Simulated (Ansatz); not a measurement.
Runs of Ansatz 0.2.0 on SnO. The structure is tetragonal, space group P4/nmm (No. 129). The conventional cell has a = 3.814 Å, b = 3.814 Å, c = 4.887 Å, α = 90.00°, β = 90.00°, γ = 90.00°. Around Sn (site symmetry 4mm) lie 4 O at 2.23 Å. O (site symmetry -4m2) is surrounded by 4 Sn at 2.23 Å. The cell is a database's computed one.

| task | level | cell | k mesh | smearing | points for each segment of the path | atoms under strain | mesh quality | gap on the mesh (eV) | pressure (GPa) | largest force (eV/Å) |
| --- | --- | --- | --- | --- | --- | --- | --- | --- | --- | --- |
| density of states | LDA | as given | 7 × 7 × 6 | tetrahedron | - | - | not flagged | 0.45 | -3.3 | 0.24 |
| single point | PBE | as given | 7 × 7 × 6 | gaussian 0.025 eV | - | - | not flagged | 0.37 | 3.6 | 0.37 |
| band structure | HSE06 | as given | 4 × 4 × 3 | fermi-dirac 0.05 eV | 4 | - | coarse | 0.52 | -0.8 | (a) |
| single point | PBE | as given | 7 × 7 × 6 | gaussian 0.013 eV | - | - | not flagged | 0.37 | 3.6 | 0.37 |
| single point | PBE | as given | 7 × 7 × 6 | gaussian 0.019 eV | - | - | not flagged | 0.37 | 3.6 | 0.37 |
| single point | PBE | as given | 7 × 7 × 6 | gaussian 0.021 eV | - | - | not flagged | 0.37 | 3.6 | 0.37 |
| elastic constants | PBEsol | as given | 5 × 5 × 5 | fixed | - | clamped | not flagged | (b) | -0.5 | 0.07 |
| single point | PBE | as given | 7 × 7 × 6 | gaussian 0.028 eV | - | - | not flagged | 0.37 | 3.6 | 0.37 |
| single point | PBE | as given | 7 × 7 × 6 | gaussian 0.027 eV | - | - | not flagged | 0.37 | 3.6 | 0.37 |
| single point | PBE | as given | 7 × 7 × 6 | gaussian 0.024 eV | - | - | not flagged | 0.37 | 3.6 | 0.37 |
| single point | PBE | as given | 7 × 7 × 6 | gaussian 0.02 eV | - | - | not flagged | 0.37 | 3.6 | 0.37 |
| relaxation of cell and atoms | PBE+D3(BJ) | relaxed | 7 × 7 × 6 | fermi-dirac 0.05 eV | - | - | not flagged | - | 0.0 | - |

Alike in all rows: potentials or basis Ansatz PAW; no spin polarisation; cutoff (eV) 420.

**Question.** Fill in the values left out.

**Answer.** (a) 0.26; (b) 0.54.

Caveats: some runs use coarse meshes; spin-orbit coupling is left out, which moves the levels of the heavy elements (some runs); odd divisions of the mesh miss points on the zone boundary, where band edges often lie, so the gap on the mesh can be too wide (some runs); the PAW data sets come from PBE, with cores solved anew for the run's functional, which leaves a small shift of forces and pressure (some runs); with tetrahedron occupations forces and stress needn't match the slope of the energy (some runs); the thresholds are loose for stress (some runs); the plane-wave basis is chosen anew once the cell has moved, so the energies of steps on either side of that aren't comparable (some runs).

A k mesh can miss the band edges, and the runs leave out spin-orbit coupling on Sn.
